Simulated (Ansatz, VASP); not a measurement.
# SiC (SiC (F-43m)): VASP beside Ansatz

Wanted: the spread between two codes on one cell, functional and k mesh. The cell is taken from a series of runs on this material, whose earlier steps may have relaxed, scaled, displaced or heated it; both programs get it as it stands.

Method: plane waves, with VASP 6.6.1 beside it; relaxation of cell and atoms at PBEsol, in Ansatz 0.2.0.

## Step 1: Starting point

It takes space group F-43m (No. 216, cubic). The conventional cell has a = 4.357 Å, b = 4.357 Å, c = 4.357 Å, α = 90.00°, β = 90.00°, γ = 90.00°. Si has 4 C at 1.89 Å nearest. Nearest to C lie 4 Si at 1.89 Å. Farther neighbours are not listed.

## Step 2: Ansatz: relaxation of cell and atoms, PBEsol

Ansatz runs on its default PAW (the set named soft_2) files.

The relaxed volume is the usual yardstick between codes: in a stiff, nearly cubic crystal its relative difference is about their pressure difference at one cell divided by the bulk modulus.

Input file input.yaml:

```yaml
crystal:
  lattice:
    - [0.0, 2.1784266, 2.1784266]
    - [2.1784266, 0.0, 2.1784266]
    - [2.1784266, 2.1784266, 0.0]
  atoms:
    - { symbol: Si, position: [0.0, 0.0, 0.0] }
    - { symbol: C, position: [0.25, 0.25, 0.25] }
basis:
  ecutwfc: 420
  xc_grid: 2
hamiltonian:
  xc: pbesol
kpoints:
  mp_grid: { grid: [11, 11, 11] }
scf:
  occupations: { method: fixed }
  max_iter: 100
relax:
  f_tol: 0.005
  max_steps: 60
  cell: {}
output:
  forces: true
  stress: true
checkpoint:
  write: "../cell.run"
  compress: false
  write_wavefunctions: false
  write_every: 100000
```

Command:

```console
ansatz run input.yaml --threads 4 --pin off --max-ram 7536MiB --backend cpu --events-out ev --progress --plain --runs-dir out
```

Numbers of over 12 decimals in the logs are rounded to 6 here.

The log of the run:

```text
Engine: ansatz 0.2.0, x86_64-unknown-linux-gnu
Pseudopotentials: kind: paw
Pseudopotential: Si, paw, valence charge 4, recommended cutoff 420 eV (normal), Si.paw.azcp
Pseudopotential: C, paw, valence charge 4, recommended cutoff 420 eV (normal), C.paw.azcp
Functional definition: PBEsol
  exchange = pbesol_x
  correlation = pbesol_c
Crystal: 2 atoms, lattice volume = 20.676 Å³
Basis set: ecut = 420 eV, 411 PW (Γ), exchange–correlation on 48×48×48 points (8 copies of the dense FFT grid, shifted against one another)
Bands: 8, of which v1, the nominal top of the filled ones, is band 4 counted from 1 (3 counted from 0)
Symmetry: 24 space group operations
Space group: F-43m (ITA 216), of the structure as read, at distance tolerance 2.7e-5 Å
k-points: 56 of 1331 (time reversal used)
Non-local potential: Si, projectors of the file, l = 0: 2, l = 1: 2, l = 2: 2
Non-local potential: C, projectors of the file, l = 0: 2, l = 1: 2, l = 2: 1
PAW form: soft (Blöchl's): semilocal exchange-correlation on the pseudo side does not see the compensation charge
PAW frozen core: Si, regenerated for the run's functional, and the local potential with it (the file was generated under x = pbe(κ = 0.804, μ = 0.219515), c = pbe(β = 0.066725))
PAW frozen core: C, regenerated for the run's functional, and the local potential with it (the file was generated under x = pbe(κ = 0.804, μ = 0.219515), c = pbe(β = 0.066725))
PAW one-centre angular grid: Si, 110 points (default); XC on 64 Gauss nodes
PAW one-centre angular grid: C, 110 points (default); XC on 64 Gauss nodes
Initial density: superposition of atomic densities (neutral atoms: chi_scale 0, normalization atom), corrected by the library's trained network
Initial wavefunctions: pseudopotential atomic-orbital guess
Functional: x = pbesol(κ = 0.804, μ = 0.123457), c = pbesol(β = 0.046)
SCF iter   1: F=—  HF=-868.711039 eV  |F-HF|=—  |Δ(HF+E_count)|=         —  Δρ=8.21e-3  dr2=1.68e-2  ethr=1.77e-3  ⟨swp⟩=4.8  Hψ=3155  notcnv=0  defer=87
preconditioner: auto → none  [insulator: Δε(μ)=1.235 eV  Ē_g=13.954 eV  n_scr=0 (ndim 8)  ℏωp=23.1 eV  f_vac=0.000  ε∞_Penn≈3.7]
SCF iter   2: F=—  HF=-868.706407 eV  |F-HF|=—  |Δ(HF+E_count)|=   4.63e-3  Δρ=2.39e-3  dr2=9.69e-4  ethr=2.10e-4  ⟨swp⟩=2.6  Hψ=1110  notcnv=0  defer=104
SCF iter   3: F=—  HF=-868.706138 eV  |F-HF|=—  |Δ(HF+E_count)|=   2.70e-4  Δρ=7.39e-4  dr2=7.20e-5  ethr=1.21e-5  ⟨swp⟩=2.5  Hψ=758  notcnv=0  defer=106
SCF iter   4: F=—  HF=-868.706138 eV  |F-HF|=—  |Δ(HF+E_count)|=   4.47e-7  Δρ=1.01e-4  dr2=9.19e-7  ethr=8.99e-7  ⟨swp⟩=2.0  Hψ=672  notcnv=0
iter 5 did not close the SCF: its close was put off for the readings that it lacked (scf_convergence_deferred on its scf_iter line)
SCF iter   5: F=-868.706139 eV  HF=-868.706139 eV  |F-HF|=5.06e-9  |Δ(HF+E_count)|=   6.43e-7  Δρ=7.53e-6  dr2=1.00e-8  ethr=1.15e-8  ⟨swp⟩=2.1  Hψ=647  notcnv=0  defer=1
SCF iter   6: F=-868.706139 eV  HF=-868.706139 eV  |F-HF|=1.99e-11  |Δ(HF+E_count)|=   2.48e-9  Δρ=1.79e-6  dr2=3.99e-10  ethr=1.25e-10  ⟨swp⟩=1.9  Hψ=1368  notcnv=0
SCF 1 converged in 6 iterations: F = -868.706139 eV  dr2 = 3.99e-10
  greatest PAW one-centre occupation: 0.643 electrons in one spin orbital (limit 2), on the C atom at site 1 (counted from 0), in its partial waves of l = 0
relax step   1: F+E_penalty+E_count = -868.70613866 eV  Δ(F+E_penalty+E_count) = +0.000e0 eV  max|allowed force component| = 4.071e-16 eV/Å  Δτ_max = 0.0000 Å  P = -0.005 GPa  Ω = 20.676 Å³  (6 SCF iters, dr2 threshold 1.00e-7 eV, accepted)
Initial density: handed on by an earlier stage of this run
Initial wavefunctions: pseudopotential atomic-orbital guess (no wavefunctions were taken with the density)
iter 1 solved again at ethr=9.72e-8 eV; its pass at ethr=3.10e-3 eV (dr2=7.78e-6 eV) is discarded
SCF iter   1: F=—  HF=-868.706141 eV  |F-HF|=—  |Δ(HF+E_count)|=         —  Δρ=1.96e-6  dr2=4.02e-10  ethr=9.72e-8  ⟨swp⟩=2.8  Hψ=4407  notcnv=0  defer=106
eigensolver tolerance schedule: the retry pair's looser diagonalisation over-reported the residual by 19361.32 of it (diagonalisation noise at 1.55 of the residual, at the tolerance the schedule requests for it); recorded, not acted on — ethr = c·dr2/N_el stays at c = 1.0e-1
preconditioner: auto → none  [insulator: Δε(μ)=1.341 eV  Ē_g=13.986 eV  n_scr=0 (ndim 8)  ℏωp=23.1 eV  f_vac=0.000  ε∞_Penn≈3.7]
SCF iter   2: F=—  HF=-868.706139 eV  |F-HF|=—  |Δ(HF+E_count)|=   2.38e-6  Δρ=8.30e-7  dr2=8.22e-11  ethr=5.02e-12  ⟨swp⟩=2.8  Hψ=750  notcnv=0  defer=11
SCF iter   3: F=-868.706139 eV  HF=-868.706139 eV  |F-HF|=9.32e-12  |Δ(HF+E_count)|=  2.35e-11  Δρ=2.95e-7  dr2=1.56e-11  ethr=1.00e-12  ⟨swp⟩=5.2  Hψ=1582  notcnv=0
SCF 2 converged in 3 iterations: F = -868.706139 eV  dr2 = 1.56e-11
relax step   2: F+E_penalty+E_count = -868.70613866 eV  Δ(F+E_penalty+E_count) = -3.831e-11 eV  max|allowed force component| = 3.516e-16 eV/Å  Δτ_max = 0.0000 Å  P = -0.004 GPa  Ω = 20.676 Å³  stress off target by 4.49e-3 GPa  SCF on the basis re-selected at this cell (its energy is not comparable with the rows above)  (3 SCF iters)
basis re-selected at this cell: Δ(F+E_penalty+E_count) = -3.831e-11 eV, ΔP = +0.000 GPa vs the last step (what re-selecting the basis moved, of the pressure what is left beyond the Pulay correction that the steps carried, after the strain that the cell walked since its last selection, with what the two solves' SCF thresholds leave and, on support functions, any second-order correction that the steps lacked; it is no  [...]
SCF converged after 3 iterations
Free energy (F): -868.706139 eV
Harris-Foulkes:  -868.706139 eV  (|F-HF|=9.32e-12)
Internal energy: -868.706139 eV  (E = F + TS)
E sigma→0 (E₀):  -868.706139 eV
Fermi energy:    9.428115 eV
--- Per-component energies (eV) ---
  E_band       = 28.134212
  E_kinetic    = 135.292565
  E_local      = -103.742408  (includes V_loc(G=0)·N_el)
  E_nonlocal   = 51.990465
  E_hartree    = 31.527035
  E_xc         = -104.623100
  E_vxc        = -109.152068  (∫ρ·V_xc dr)
  E_paw        = -594.344628  (= ΣΔE_a)
  E_vpaw       = -9.308451  (= ΣTr[D̂ρ^β])
  E_aug_tail   = 0.000011  (compensation charges beyond the density's cutoff)
  E_ewald      = -284.858740
  E_core_change = 0.052661  (= ΣΔE_core)
  E_smearing   = -0.000000  (= −TS)
  E_closure    = -0.000000  (closes the sum)
  Σ components = -868.706139   (vs F -868.706139, Δ=0.00e0)
--- Forces (eV/Å), atoms counted from 1 ---
  atom   1  Si     0.00000000     0.00000000    -0.00000000
  atom   2  C     -0.00000000     0.00000000     0.00000000
  max |Σ_I F_I| component: 5.55e-17 eV/Å
--- Stress (GPa, compression-positive) ---
       -0.004489       0.000000      -0.000000
        0.000000      -0.004489       0.000000
       -0.000000       0.000000      -0.004489
  P = ⅓ Tr σ = -0.0045 GPa (-0.045 kbar)
--- Relaxed structure (1 steps of the walk, 1 accepted, 1 SCFs on fresh bases) ---
  F+E_penalty+E_count = -868.70613866 eV   max|allowed force component| = 3.516e-16 eV/Å   (the final SCF, on the basis selected at the relaxed cell)
  cell:  # Å, volume = 20.6756 Å³
    - [0.0, 2.1784266, 2.1784266]
    - [2.1784266, 0.0, 2.1784266]
    - [2.1784266, 2.1784266, 0.0]
  atoms:
    - { symbol: Si, position: [0.0, 0.0, 0.0] }
    - { symbol: C, position: [0.25, 0.25, 0.25] }
```

In the SCF lines HF is the Harris–Foulkes energy and dr2 the Hartree energy of the density residual, in eV; the loop may stop once dr2 is under the threshold and the program's other checks hold. Hψ counts applications of the Hamiltonian.

## Step 3: VASP: relaxation of cell and atoms, PBEsol

The same cell, functional and mesh now go to VASP, with its own data sets.

Lines of VASP's logs that name or quote its potential files are left out, and so is its time.

Input file INCAR:

```
SYSTEM = SiC
PREC = Accurate
ENCUT = 600
EDIFF = 1E-07
NELM = 120
ISMEAR = 0
SIGMA = 0.01
LREAL = .FALSE.
ALGO = Normal
GGA = PS
NBANDS = 10
LORBIT = 11
LWAVE = .FALSE.
LCHARG = .FALSE.
ISIF = 3
IBRION = 2
NSW = 80
EDIFFG = -0.005
LASPH = .TRUE.
GGA_COMPAT = .FALSE.
NELMIN = 4
EFERMI = MIDGAP
```

Input file POSCAR:

```
SiC
1.0
    0.0000000000      2.1784270000      2.1784270000
    2.1784270000      0.0000000000      2.1784270000
    2.1784270000      2.1784270000      0.0000000000
Si C
1 1
Direct
    0.0000000000      0.0000000000      0.0000000000
    0.2499998852      0.2499998852      0.2499998852
```

Input file KPOINTS:

```
Automatic mesh
0
Gamma
11 11 11
0 0 0
```

PAW data sets: Si and C (PBE family, release 64).

Command:

```console
mpirun -np 1 vasp_std
```

The log of the run:

```text
[banner, memory and clock lines left out]
running    1 mpi-ranks, on    1 nodes
 distrk:  each k-point on    1 cores,    1 groups
 distr:  one band on    1 cores,    1 groups

 POSCAR found type information on POSCAR SiC
 POSCAR found :  2 types and       2 ions
|                                                                             |
|               ----> ADVICE to this user running VASP <----                  |
|                                                                             |
|     You enforced a specific xc type in the INCAR file but a different       |
|     [... a line on the potential file left out ...]
|     I HOPE YOU KNOW WHAT YOU ARE DOING!                                     |
|                                                                             |

 LDA part: xc-table for (Slater+PW92), standard interpolation
 POSCAR, INCAR and KPOINTS ok, starting setup
 FFT: planning ... GRIDC
 FFT: planning ... GRID_SOFT
 FFT: planning ... GRID
 WAVECAR not read
 entering main loop
       N       E                     dE             d eps       ncg     rms          rms(c)
DAV:   1     0.400843825004E+01    0.40084E+01   -0.45025E+03  1184   0.772E+02
DAV:   2    -0.170468776119E+02   -0.21055E+02   -0.20064E+02  1468   0.114E+02
DAV:   3    -0.177120503797E+02   -0.66517E+00   -0.66371E+00  1316   0.181E+01
DAV:   4    -0.177150657282E+02   -0.30153E-02   -0.30151E-02  1308   0.148E+00
DAV:   5    -0.177150780004E+02   -0.12272E-04   -0.12272E-04  1288   0.904E-02    0.874E+00
DAV:   6    -0.159968426546E+02    0.17182E+01   -0.62748E+00  1168   0.120E+01    0.391E+00
DAV:   7    -0.159307146493E+02    0.66128E-01   -0.36298E-01  1334   0.368E+00    0.176E+00
DAV:   8    -0.159163033019E+02    0.14411E-01   -0.21288E-02  1172   0.100E+00    0.159E-01
DAV:   9    -0.159161322857E+02    0.17102E-03   -0.15372E-03  1406   0.222E-01    0.110E-01
DAV:  10    -0.159161758397E+02   -0.43554E-04   -0.10780E-04  1204   0.716E-02    0.234E-02
DAV:  11    -0.159161760782E+02   -0.23846E-06   -0.11047E-05  1292   0.199E-02    0.492E-03
DAV:  12    -0.159161763221E+02   -0.24389E-06   -0.51397E-07  1200   0.489E-03    0.525E-04
DAV:  13    -0.159161763543E+02   -0.32184E-07   -0.14585E-08   592   0.921E-04
   1 F= -.15916176E+02 E0= -.15916176E+02  d E =-.159162E+02
 curvature:   0.00 expect dE= 0.000E+00 dE for cont linesearch  0.000E+00
 trial: gam= 0.00000 g(F)=  0.172E-40 g(S)=  0.559E-04 ort = 0.000E+00 (trialstep = 0.100E+01)
 search vector abs. value=  0.559E-04
 bond charge predicted
       N       E                     dE             d eps       ncg     rms          rms(c)
DAV:   1    -0.159161991841E+02   -0.22862E-04   -0.10649E-03  1126   0.233E-01    0.368E-02
DAV:   2    -0.159161787840E+02    0.20400E-04   -0.48233E-05  1148   0.393E-02    0.182E-02
DAV:   3    -0.159161741761E+02    0.46079E-05   -0.68343E-06  1220   0.160E-02    0.483E-03
DAV:   4    -0.159161732025E+02    0.97365E-06   -0.10479E-06  1164   0.508E-03    0.206E-03
DAV:   5    -0.159161730909E+02    0.11155E-06   -0.32527E-08   566   0.120E-03    0.122E-03
DAV:   6    -0.159161730211E+02    0.69780E-07   -0.36823E-09   566   0.513E-04
   2 F= -.15916173E+02 E0= -.15916173E+02  d E =0.333313E-05
 trial-energy change:    0.000003  1 .order    0.000002   -0.000056    0.000060
 step:   0.4651(harm=  0.4836)  dis= 0.00000  next Energy=   -15.916189 (dE=-0.129E-04)
 bond charge predicted
       N       E                     dE             d eps       ncg     rms          rms(c)
DAV:   1    -0.159161955114E+02   -0.22420E-04   -0.30522E-04  1124   0.125E-01    0.197E-02
DAV:   2    -0.159161901008E+02    0.54105E-05   -0.13760E-05  1144   0.210E-02    0.978E-03
DAV:   3    -0.159161891314E+02    0.96939E-06   -0.19584E-06  1216   0.854E-03    0.258E-03
DAV:   4    -0.159161890851E+02    0.46343E-07   -0.29876E-07  1148   0.271E-03
   3 F= -.15916189E+02 E0= -.15916189E+02  d E =-.127308E-04
 curvature:  -0.24 expect dE=-0.102E-07 dE for cont linesearch -0.102E-07
 trial: gam=-0.02670 g(F)=  0.916E-41 g(S)=  0.421E-07 ort = 0.154E-05 (trialstep = 0.893E+00)
 search vector abs. value=  0.132E-09
 reached required accuracy - stopping structural energy minimisation
```

OUTCAR, selected parts (step 3):

```text
ion  position               nearest neighbor table
   1  0.000  0.000  0.000-   2 1.89   2 1.89   2 1.89   2 1.89
   2  0.250  0.250  0.250-   1 1.89   1 1.89   1 1.89   1 1.89

  LATTYP: Found a face centered cubic cell.
 ALAT       =     4.3568540000

 Subroutine GETGRP returns: Found 24 space group operations
 (whereof 24 operations were pure point group operations)

The static configuration has the point symmetry T_d .

 Found     56 irreducible k-points:

   k-points           NKPTS =     56   k-points in BZ     NKDIM =     56   number of bands    NBANDS=     10

   dimension x,y,z NGX =    28 NGY =   28 NGZ =   28
   dimension x,y,z NGXF=    56 NGYF=   56 NGZF=   56

   ENCUT  =  600.0 eV  44.10 Ry    6.64 a.u.   6.15  6.15  6.15*2*pi/ulx,y,z

   NELECT =       8.0000    total number of electrons

 k-points in reciprocal lattice and weights: Automatic mesh
   0.00000000  0.00000000  0.00000000       0.001
   0.09090909  0.00000000  0.00000000       0.006
   0.18181818  0.00000000  0.00000000       0.006
   0.27272727  0.00000000  0.00000000       0.006
   0.36363636  0.00000000  0.00000000       0.006
   0.45454545  0.00000000  0.00000000       0.006
   0.09090909  0.09090909  0.00000000       0.005
   0.18181818  0.09090909  0.00000000       0.018
   0.27272727  0.09090909  0.00000000       0.018
[...]
-0.36363636  0.45454545  0.18181818       0.018
  -0.27272727  0.45454545  0.18181818       0.018

 average (electrostatic) potential at core
       1 -80.1181       2 -44.9603

 E-fermi :   8.7203

 k-point     1 :       0.0000    0.0000    0.0000
  band No.  band energies     occupation
      1      -7.3686      2.00000
      2       8.0542      2.00000
      3       8.0542      2.00000
      4       8.0542      2.00000
      5      14.2394      0.00000
      6      15.2964      0.00000
      7      15.2964      0.00000
      8      15.2964      0.00000
      9      22.5105      0.00000
    ...

 k-point     2 :       0.0909    0.0000    0.0000
  band No.  band energies     occupation
      1      -7.2064      2.00000
      2       7.1978      2.00000
      3       7.9414      2.00000
      4       7.9414      2.00000
      5      14.4851      0.00000
      6      15.5030      0.00000
      7      15.5030      0.00000
      8      15.5042      0.00000
      9      21.6458      0.00000
    ...

 k-point     3 :       0.1818    0.0000    0.0000
  band No.  band energies     occupation
      1      -6.7254      2.00000
      2       5.3277      2.00000
      3       7.6719      2.00000
      4       7.6719      2.00000
      5      14.2713      0.00000
      6      15.8602      0.00000
      7      15.8602      0.00000
      8      16.5416      0.00000
      9      20.8817      0.00000
    ...

  Total        0.0007632      0.0007632      0.0007632     -0.0000000      0.0000000      0.0000000
  in kB        0.0590857      0.0590857      0.0590857     -0.0000000      0.0000000      0.0000000
  external PRESSURE =       0.0590857 kB  Pullay stress =       0.0000000 kB

  energy-cutoff  :      600.00
  volume of cell :       20.69
      direct lattice vectors                 reciprocal lattice vectors
    -0.000000000  2.179106316  2.179106316    -0.229451861  0.229451861  0.229451861
     2.179106316 -0.000000000  2.179106316     0.229451861 -0.229451861  0.229451861
     2.179106316  2.179106316  0.000000000     0.229451861  0.229451861 -0.229451861

 POSITION                                       TOTAL-FORCE (eV/Angst)
 -----------------------------------------------------------------------------------
      0.00000      0.00000      0.00000        -0.000000     -0.000000     -0.000000
      1.08955      1.08955      1.08955         0.000000      0.000000      0.000000
 -----------------------------------------------------------------------------------
    total drift:                                0.000160      0.000160      0.000160

  FREE ENERGIE OF THE ION-ELECTRON SYSTEM (eV)
  ---------------------------------------------------
  free  energy   TOTEN  =       -15.9161890851 eV

  energy  without entropy=      -15.9161890851  energy(sigma->0) =      -15.91618909

 reached required accuracy - stopping structural energy minimisation

 total charge
# of ion       s       p       d       tot
------------------------------------------
    1        0.708   0.973   0.000   1.681
    2        0.831   1.700   0.000   2.531
--------------------------------------------------
tot          1.540   2.673   0.000   4.212

[... 3 further parts left out ...]
```

CONTCAR:

```
SiC
   1.00000000000000
    -0.0000000000000000    2.1791063163850799    2.1791063163850799
     2.1791063163850799   -0.0000000000000000    2.1791063163850799
     2.1791063163850799    2.1791063163850799    0.0000000000000000
  Si              C
     1     1
Direct
     0.0000000000000000    0.0000000000000000    0.0000000000000000
     0.2499998851999976    0.2499998851999976    0.2499998851999976
```

The run keeps the 24 symmetry operations of its start, so it cannot find a distortion of lower symmetry.

## Step 4: Comparison

Known differences besides the potentials themselves: fixed occupations in Ansatz, narrow Gaussian smearing in VASP; the cutoff is 420 eV in Ansatz and 600 eV in VASP; Ansatz makes its cores anew for this functional, VASP keeps those of its PBE data sets; Ansatz adds a Pulay correction to the stress that steers its cell, VASP none. Total energies have different zeros and are not compared.

The two programs side by side:

| quantity | Ansatz | VASP | difference |
| --- | --- | --- | --- |
| volume (Å³) | 20.68 | 20.69 | -0.09 % |
| edge a after relaxation, in the typed setting (Å) | 3.081 | 3.082 | -0.03 % |

## Step 5: Summary of results

```
difference in volume (relaxation of cell and atoms, PBEsol) : -0.094 %
```

The difference in volume is -0.094 % (relaxation of cell and atoms, PBEsol), within the 1.2 % picked in this series as the mark of a large difference, as far as the stopping tolerances let one tell. Such differences can come from data sets, numerical settings and the points named under the comparisons, not from the functional's error against experiment.

[Lines on the potential files, build, host, timing and source positions are cut from VASP's logs without a mark.]

[Logs are printed without paths, hosts, clocks, repeated set-up lines and the standing remarks that a program may print on its own settings, such as how far it seeks lower states.]

[Hosts, paths, dates, database ids (printed as entryN), source tags and the programs' standing remarks are cut or masked in the printed files.]
